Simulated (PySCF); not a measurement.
Match the calculated data to a structure.

All candidates are C4H9N.

| technique | computed result |
| --- | --- |
| Polarisability | 56.8 au [CAM-B3LYP/def2-SVPD] |
| UV, first state | lowest singlet excitation: 5.24 eV (236 nm, f = 0.002) [TDDFT CAM-B3LYP/def2-SVPD] |
| Triplet | lowest triplet excitation (Tamm–Dancoff): 4.45 eV [TDA CAM-B3LYP/def2-SVPD] |
| UV, strongest line | among the 8 lowest singlet transitions: S6 at 8.45 eV (147 nm, f = 0.119) [TDDFT CAM-B3LYP/def2-SVPD] |
| Dipole | 2.60 D [CAM-B3LYP/def2-SVPD] |
| Rotational structure | rotational constants A, B, C: 9.735, 3.048, 2.623 GHz [GFN2-xTB] |

The electronic properties come from PySCF, for the isolated species, density fitting. Levels stand in brackets. Isolated species at its GFN2-xTB geometry (one conformer only).

Question: Which candidate is it?
A. `CC1CNC1`
B. `[H]/N=C\CCC`
C. `C1CCNC1`
D. `CNC1CC1`
E. `CC/C=N\C`

Answer: B. It is `[H]/N=C\CCC`. Numbering: `[H]/[N:5]=[CH:4]\[CH2:3][CH2:2][CH3:1]`. Its formula, C4H9N, gives 1 degree of unsaturation: 0 rings and 1 π bond in the structure found. The optimised geometry has point group C1 and is an asymmetric top.

The others, at the same levels:
- `CC1CNC1` fails: its computed lowest singlet excitation is 5.98 eV (207 nm, f = 0.000) (against 5.24 eV), lowest triplet excitation (Tamm–Dancoff) is 5.71 eV (against 4.45 eV) and static isotropic polarisability is 54.6 au (against 56.8 au).
- `CC/C=N\C` fails: its computed lowest singlet excitation is 4.83 eV (257 nm, f = 0.001) (against 5.24 eV), lowest triplet excitation (Tamm–Dancoff) is 4.06 eV (against 4.45 eV) and strongest line among the 8 lowest singlet transitions is S5 at 7.75 eV (160 nm, f = 0.210) (against S6 at 8.45 eV).
- `C1CCNC1` fails: its computed lowest singlet excitation is 6.13 eV (202 nm, f = 0.014) (against 5.24 eV), lowest triplet excitation (Tamm–Dancoff) is 5.91 eV (against 4.45 eV) and strongest line among the 8 lowest singlet transitions is S2 at 7.19 eV (172 nm, f = 0.038) (against S6 at 8.45 eV).
- `CNC1CC1` fails: its computed lowest singlet excitation is 6.25 eV (198 nm, f = 0.005) (against 5.24 eV), lowest triplet excitation (Tamm–Dancoff) is 6.01 eV (against 4.45 eV) and strongest line among the 8 lowest singlet transitions is S3 at 7.28 eV (170 nm, f = 0.059) (against S6 at 8.45 eV).

Each candidate is one conformer, not necessarily the lowest. Dipoles, sizes and rotational constants follow the conformer. The torsions of the flexible species, by atom-mapped SMILES:
- `[H]/[N:5]=[CH:4]\[CH2:3][CH2:2][CH3:1]`: C1–C2–C3–C4 64°, C2–C3–C4–N5 -129°
- `[CH3:1][CH2:2]/[CH:3]=[N:4]\[CH3:5]`: C1–C2–C3–N4 180°
- `[CH3:1][NH:2][CH:3]1[CH2:4][CH2:5]1`: C1–N2–C3–C4 -90°
